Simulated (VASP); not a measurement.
Here is a VASP 6.6.1 calculation.

INCAR

```
PREC = Accurate
ENCUT = 900
EDIFF = 1E-8
ISMEAR = 0
SIGMA = 0.05
LREAL = F
LASPH = T
NELM = 100
ALGO = Normal
ISIF = 2
LWAVE = F
LCHARG = F
GGA = PS
ADDGRID = F
```

File KPOINTS:

```
Automatic mesh
0
Gamma
  11 11 7
```

File POSCAR:

```
La2O3
1.0
    3.9307778780      0.0000000000      0.0000000000
   -1.9653889390      3.4041534990      0.0000000000
    0.0000000000      0.0000000000      6.1119535200
La O
2 3
Direct
    0.3317020000      0.6526930000      0.2465060000
    0.6807300000      0.3373410000      0.7483670000
   -0.0320550000     -0.0080820000      0.0098950000
    0.3371550000      0.6705550000      0.6506220000
    0.6736080000      0.3542420000      0.3601810000
```

Potentials or basis: VASP PAW PBE potentials, release 64 (La, O).

Launch:

```bash
$ cat potpaw_PBE.64/La/POTCAR potpaw_PBE.64/O/POTCAR > POTCAR
$ mpirun -np 1 vasp_std > vasp.out
```

Task: Estimate the pressure.

Result: -1.9 GPa.

Task: Estimate the largest force.

Result: 0.652 eV/Å.

Task: What does it give for the band gap on the k mesh?

Result: 3.73 eV, indirect (least direct gap 3.91 eV).

Stress tensor (GPa, compression positive):
```
-0.81  0.15 -0.26
 0.15 -3.49 -0.74
-0.26 -0.74 -1.55
```

Caveat: the PAW data sets were made with another functional, which shifts forces and pressure a little; spin-orbit coupling is left out, which moves the levels of the heavy elements; an odd mesh through Γ misses points on the zone boundary, where band edges often lie.
